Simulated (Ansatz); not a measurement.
Input and command of a calculation in Ansatz (plane waves; scalar-relativistic PAW potentials unless the input names others):

```yaml
crystal:
  lattice:
    - [2.4653549163, 0.0, 0.0]
    - [-1.2326774582, 2.1350599869, 0.0]
    - [0.0, 0.0, 24.1359442455]
  atoms:
    - { symbol: C, position: [0.0, 0.0, 0.5709990482] }
    - { symbol: C, position: [0.0, 0.0, 0.4290009518] }
    - { symbol: C, position: [0.3333333333, 0.6666666667, 0.4289822891] }
    - { symbol: C, position: [0.6666666667, 0.3333333333, 0.5710177109] }
basis:
  ecutwfc: 420
kpoints:
  mp_grid: { grid: [18, 18, 2] }
hamiltonian:
  xc: pbe
  dispersion: d3bj
scf:
  occupations: { method: tetrahedron_uncorrected }
output:
  forces: true
  eigenvalues: true
  stress: true
```

```bash
ansatz run input.yaml --threads 4 --pin off --max-ram 9216MiB --backend cpu --events-out ev --progress --plain --runs-dir out
```

Abridged log:
```
Pseudopotentials: kind: paw
Pseudopotential: C, paw, valence charge 4, recommended cutoff 420 eV (normal)
Functional definition: PBE
Crystal: 4 atoms, lattice volume = 127.044 Å³
Basis set: ecut = 420 eV, 2403 PW (Γ), exchange–correlation on 36×36×324 points (8 copies of the dense FFT grid, shifted against one another)
Bands: 12, of which v1, the nominal top of the filled ones, is band 8 counted from 1 (7 counted from 0)
Symmetry: 12 space group operations
Space group: P-3m1 (ITA 164), of the structure as read, at distance tolerance 5.0e-5 Å
k-points: 74 of 648
Initial density: superposition of atomic densities (neutral atoms: chi_scale 0, normalization atom), corrected by the library's trained network
Initial wavefunctions: pseudopotential atomic-orbital guess
Functional: x = pbe(κ = 0.804, μ = 0.21951497), c = pbe(β = 0.06672455)
SCF iter   1: F=—  HF=-1004.220217 eV  |F-HF|=—  |Δ(HF+E_count)|=         —  Δρ=1.81e-3  dr2=5.11e-3  ethr=1.77e-3  ⟨swp⟩=7.6  Hψ=6505  notcnv=0
SCF iter   2: F=—  HF=-1004.221173 eV  |F-HF|=—  |Δ(HF+E_count)|=   9.56e-4  Δρ=1.15e-3  dr2=2.75e-3  ethr=3.19e-5  ⟨swp⟩=3.4  Hψ=2341  notcnv=0
SCF iter   3: F=—  HF=-1004.220637 eV  |F-HF|=—  |Δ(HF+E_count)|=   5.36e-4  Δρ=4.78e-4  dr2=2.65e-4  ethr=1.72e-5  ⟨swp⟩=3.7  Hψ=2090  notcnv=0
SCF iter   4: F=—  HF=-1004.220627 eV  |F-HF|=—  |Δ(HF+E_count)|=   1.05e-5  Δρ=2.14e-4  dr2=4.96e-5  ethr=1.65e-6  ⟨swp⟩=3.5  Hψ=2014  notcnv=0
SCF iter   5: F=—  HF=-1004.220570 eV  |F-HF|=—  |Δ(HF+E_count)|=   5.72e-5  Δρ=5.13e-5  dr2=3.18e-6  ethr=3.10e-7  ⟨swp⟩=3.7  Hψ=2084  notcnv=0
SCF iter   6: F=—  HF=-1004.220593 eV  |F-HF|=—  |Δ(HF+E_count)|=   2.33e-5  Δρ=1.79e-5  dr2=6.19e-7  ethr=1.99e-8  ⟨swp⟩=6.7  Hψ=2618  notcnv=0
SCF iter   7: F=-1004.220596 eV  HF=-1004.220596 eV  |F-HF|=3.53e-7  |Δ(HF+E_count)|=   3.15e-6  Δρ=4.56e-6  dr2=2.62e-8  ethr=6.25e-10  ⟨swp⟩=3.7  Hψ=5119  notcnv=0
SCF iter   8: F=-1004.220596 eV  HF=-1004.220596 eV  |F-HF|=2.07e-8  |Δ(HF+E_count)|=   3.39e-7  Δρ=7.21e-7  dr2=4.32e-10  ethr=1.64e-10  ⟨swp⟩=2.9  Hψ=4625  notcnv=0
Mixer restart at iter 8: flushing history
SCF iter   9: F=-1004.220596 eV  HF=-1004.220596 eV  |F-HF|=1.50e-10  |Δ(HF+E_count)|=   2.09e-8  Δρ=2.65e-7  dr2=1.81e-10  ethr=2.70e-12  ⟨swp⟩=1.1  Hψ=4161  notcnv=0  κ⁻¹=1.0e0(r=1)
SCF iter  10: F=-1004.220596 eV  HF=-1004.220596 eV  |F-HF|=1.51e-10  |Δ(HF+E_count)|=  3.30e-12  Δρ=2.43e-7  dr2=1.81e-10  ethr=1.13e-12  ⟨swp⟩=1.0  Hψ=3407  notcnv=0  κ⁻¹=1.9e-1(r=2)
SCF iter  11: F=-1004.220596 eV  HF=-1004.220596 eV  |F-HF|=5.46e-12  |Δ(HF+E_count)|=  4.49e-11  Δρ=3.34e-8  dr2=2.57e-12  ethr=1.13e-12  ⟨swp⟩=1.0  Hψ=2841  notcnv=0
SCF 1 converged in 11 iterations: F = -1004.220596 eV  dr2 = 2.57e-12
SCF converged after 11 iterations
an eigenvalue changed by more than its tolerance at an iteration that met the thresholds in force, so the SCF went on 4 times, its first undamped step at iteration 8: the last check found none over its tolerance
Free energy (F): -1004.220596 eV
Harris-Foulkes:  -1004.220596 eV  (|F-HF|=5.46e-12)
Internal energy: -1004.220596 eV  (E = F + TS)
E sigma→0 (E₀):  -1004.220596 eV
Fermi energy:    -1.138954 eV
  E_disp       = -0.471943  (pairwise vdW)
--- Forces (eV/Å), atoms counted from 1 ---
  atom   1  C      0.00000000     0.00000000    -0.00363969
  atom   2  C      0.00000000     0.00000000     0.00363969
  atom   3  C      0.00000000     0.00000000     0.00377790
  atom   4  C      0.00000000     0.00000000    -0.00377790
--- Stress (GPa, compression-positive) ---
       -0.000058       0.000000       0.000000
        0.000000      -0.000058       0.000000
        0.000000       0.000000      -0.033553
  P = ⅓ Tr σ = -0.0112 GPa (-0.112 kbar)
```

Apart from outputs, empty bands and the relaxation, which only the reference makes, the input differs from a reference run on usual settings in scf.occupations.width: 0.1 → not typed; scf.occupations.method: "gaussian" → "tetrahedron_uncorrected". The reference, at the same geometry, ended its own course with pressure -0.01 GPa, largest force 0.004 eV/Å, no gap on the mesh. This run converged in 11 SCF iterations with an energy at zero smearing 0.09 meV/atom above the reference's, pressure -0.01 GPa, largest force 0.004 eV/Å, no gap on the mesh.

Time: 2.9 s on 4 threads of Arm Neoverse V1 (shared host), peak memory 0.42 GiB.